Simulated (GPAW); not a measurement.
Wanted: an ASE script for a GPAW 26.7.0 run.

| Property | Result |
| --- | --- |
| Task | band structure |
| Functional | LDA |
| Potentials or basis | JTH PAW 2.0, LDA |
| Cutoff | 600 eV |
| Basis | pw |
| k mesh | 6 × 6 × 3 |
| Occupations | fermi-dirac, width 0.05 eV |
| Spin | no spin polarisation |
| Maxiter | 150 |
| Band path | GMKGALHA,LM,KH |
| Band points | 80 |
| Data set | S jth, Zn jth |

The structure of ZnS (Wurtzite-2H) lies in ZnS.cif:

```cif
data_ZnS
_cell_length_a 3.81100000
_cell_length_b 3.81100000
_cell_length_c 6.23400000
_cell_angle_alpha 90.00000000
_cell_angle_beta 90.00000000
_cell_angle_gamma 120.00000000
_space_group_name_H-M_alt 'P6_3mc'
_space_group_name_Hall 'P 6c -2c'
_space_group_IT_number 186
loop_
_space_group_symop_operation_xyz
'x,y,z'
'x-y,x,z+1/2'
'-y,x-y,z'
'-x,-y,z+1/2'
'-x+y,-x,z'
'y,-x+y,z+1/2'
'y,x,z+1/2'
'x,x-y,z'
'x-y,-y,z+1/2'
'-y,-x,z'
'-x,-x+y,z+1/2'
'-x+y,y,z'
loop_
_atom_site_label
_atom_site_type_symbol
_atom_site_symmetry_multiplicity
_atom_site_Wyckoff_symbol
_atom_site_fract_x
_atom_site_fract_y
_atom_site_fract_z
_atom_site_occupancy
Zn1 Zn 2 b 0.6666666667 0.3333333333 0.5000000000 1
S1 S 2 b 0.6666666667 0.3333333333 0.8850000000 1
```

These files were run (other wordings do the same):

run.py

```python
from ase.dft.bandgap import bandgap
from ase.io import read, write
from ase.units import GPa
from gpaw import GPAW, PW, setup_paths

setup_paths.insert(0, '.')

atoms = read('ZnS.cif')

calc = GPAW(mode=PW(600),
            xc='LDA',
            kpts={'size': (6, 6, 3), 'gamma': True},
            occupations={'name': 'fermi-dirac', 'width': 0.05},
            setups={'S': 'jth', 'Zn': 'jth'},
            nbands=-13,
            convergence={'density': 1e-05, 'energy': 1e-05},
            maxiter=150,
            txt='gpaw.txt')
atoms.calc = calc
energy = atoms.get_potential_energy()
forces = atoms.get_forces()
stress = atoms.get_stress()
calc.write('gs.gpw')
write('result.traj', atoms)
print(f'Energy: {energy:.6f} eV')
print('Forces (eV/A):')
print(forces.round(4))
print('Stress (GPa):', (stress / GPa).round(3))
print('Fermi level:', round(calc.get_fermi_level(), 4), 'eV')
print(f'Gap: {bandgap(calc)[0]:.4f} eV, direct: {bandgap(calc, direct=True)[0]:.4f} eV')

path = atoms.cell.bandpath('GMKGALHA,LM,KH', npoints=80, eps=1e-4)
bs_calc = calc.fixed_density(kpts=path, symmetry='off', nbands=-26,
                             convergence={'bands': 'CBM+6.0', 'eigenstates': 1e-6}, txt='bands.txt')
bs = bs_calc.band_structure()
bs.write('bs.json')
print(f'Gap on the path: {bandgap(bs_calc)[0]:.4f} eV')
```

Potentials or basis: JTH PAW 2.0, LDA, pw.

Command:

```sh
$ OMP_NUM_THREADS=1 python run.py
```

It gave:

* Pressure: -4.4 GPa
* Largest force: 0.296 eV/Å
* Band gap on the k mesh: 1.98 eV, direct
* Band gap along the path: 1.98 eV, direct

Caveat: the program truncates these outside data sets.

Run time: 110 s on 1 thread of AMD EPYC 7R13 Processor (Zen 3), with other jobs on the host, peak memory 0.41 GiB.
